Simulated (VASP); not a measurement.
# Os: phonons with PBEsol

Crystal: Os.

```
Os
1.0
     2.73410    0.00000    0.00000
    -1.36705    2.36780    0.00000
     0.00000    0.00000    4.31970
Os
2
Direct
  0.66667 0.33333 0.75000
  0.33333 0.66667 0.25000
```

- Program: VASP 6.6.1
- Task: phonons
- Functional: PBEsol
- Potentials or basis: VASP PAW PBE potentials, release 64 (Os)
- Cutoff: 600 eV
- k mesh: 8 × 8 × 5
- Occupations: fermi-dirac, width 0.05 eV
- Spin: no spin polarisation
- Further INCAR settings: ALGO = Fast; EDIFF = 1e-08; IBRION = 8; NSW = 1

```json
{
 "Relaxed volume": "13.89 Å³/atom",
 "Relaxed cell": "a = 2.728 Å, b = 2.728 Å, c = 4.311 Å, α = 90.00°, β = 90.00°, γ = 120.00°",
 "Space group after relaxing (to 0.05 Å)": "P6_3/mmc (No. 194)",
 "Highest phonon frequency at Γ": "229 cm⁻¹"
}
```

Step by step:
```tsv
step	energy change (eV)	largest force (eV/Å)	pressure (GPa)	volume (Å³)
1	0.0000	0.0000	-2.75	27.96
2	0.0310	0.0000	13.66	27.01
3	-0.0015	0.0000	-0.03	27.79
4	-0.0015	0.0000	0.03	27.79
5	-0.0015	0.0000	0.03	27.79
6	-0.0015	0.0000	0.03	27.79
7	-0.0015	0.0000	-0.09	27.80
8	-0.0015	0.0000	0.00	27.79
```

Final structure:
```cif
data_structure
_symmetry_space_group_name_H-M 'P 1'
_symmetry_Int_Tables_number 1
_cell_length_a 2.7282
_cell_length_b 2.7282
_cell_length_c 4.3110
_cell_angle_alpha 90.000
_cell_angle_beta 90.000
_cell_angle_gamma 120.000
_cell_volume 27.79
loop_
_atom_site_label
_atom_site_type_symbol
_atom_site_fract_x
_atom_site_fract_y
_atom_site_fract_z
_atom_site_occupancy
Os1 Os 0.66667 0.33333 0.75000 1
Os2 Os 0.33333 0.66667 0.25000 1
```

Phonon frequencies in cm⁻¹ (negative: imaginary):
| q point | frequencies |
| --- | --- |
| (0.000, 0.000, 0.000) | 0 0 0 182 182 229 |

Wall time 2.6 min on 1 thread of Intel(R) Xeon(R) Platinum 8488C (Sapphire Rapids), on a shared host, peak memory 0.23 GiB.

Caveat: the PAW data sets were made with another functional, which shifts forces and pressure a little. Spin-orbit coupling is left out, which matters for the levels of Os.
